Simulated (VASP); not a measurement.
Wanted: the native input for a VASP 6.6.1 run.

- Task: relaxation of cell and atoms
- Functional: PW91
- Potentials or basis: VASP PAW PBE potentials, release 64 (Ge_d)
- Cutoff: 600 eV
- k mesh: 6 × 6 × 3
- Occupations: fermi-dirac, width 0.05 eV
- Spin: no spin polarisation
- Further INCAR settings: ALGO = Fast; EDIFF = 1e-06; IBRION = 2; EDIFFG = -0.02; NSW = 60; ISIF = 3

The structure of Ge lies in POSCAR:

```
Ge
1.0
    3.9975858431      0.0000000000      0.0000000000
   -1.9987929216      3.4620108940      0.0000000000
    0.0000000000      0.0000000000      6.5993779500
Ge
4
Direct
    0.3333333333      0.6666666667      0.9370987500
    0.6666666667      0.3333333333      0.4370987500
    0.3333333333      0.6666666667      0.5629012500
    0.6666666667      0.3333333333      0.0629012500
```

This isn't the form of Ge at room conditions, which is diamond.

The input as run:

INCAR

```
PREC     = Accurate       # precision mode
ENCUT    = 600            # plane-wave cutoff, eV
EDIFF    = 1E-6           # SCF threshold, eV
ISMEAR   = -1             # smearing method
SIGMA    = 0.05           # smearing width, eV
LREAL    = F              # projectors in reciprocal space
LASPH    = T              # aspherical terms in the spheres
NELM     = 60             # most SCF steps
ALGO     = Fast           # electronic algorithm
ISIF     = 3              # what is computed and relaxed
LWAVE    = F              # write WAVECAR
LCHARG   = F              # write CHGCAR
GGA      = 91             # functional
IBRION   = 2              # ionic algorithm
NSW      = 60             # ionic steps
EDIFFG   = -0.02          # ionic threshold
```

KPOINTS

```
Automatic mesh
0
Gamma
  6 6 3
```

Potentials or basis: VASP PAW PBE potentials, release 64 (Ge_d).

The run is started by

```sh
$ cat potpaw_PBE.64/Ge_d/POTCAR > POTCAR
$ mpirun -np 1 vasp_std > vasp.out
```

Results of the run:

| Quantity | Value |
| --- | --- |
| Relaxed volume | 23.92 Å³/atom |
| Relaxed cell | a = 4.063 Å, b = 4.063 Å, c = 6.691 Å, α = 90.00°, β = 90.00°, γ = 120.00° |
| Space group after relaxing (to 0.05 Å) | P6_3/mmc (No. 194) |
| Energy gained by relaxing | 10.0 meV/atom |
| Ionic steps | 10 |
| Pressure after relaxing | 0.0 GPa |
| Largest force after relaxing | 0.016 eV/Å |
| Band gap on the k mesh | 0.25 eV, direct |

Caveat: the PAW data sets were made with another functional, which shifts forces and pressure a little; an odd mesh through Γ misses points on the zone boundary, where band edges often lie.

Run time: 4.2 min on 1 thread of Intel(R) Xeon(R) Platinum 8488C (Sapphire Rapids), on a shared host, peak memory 0.25 GiB.
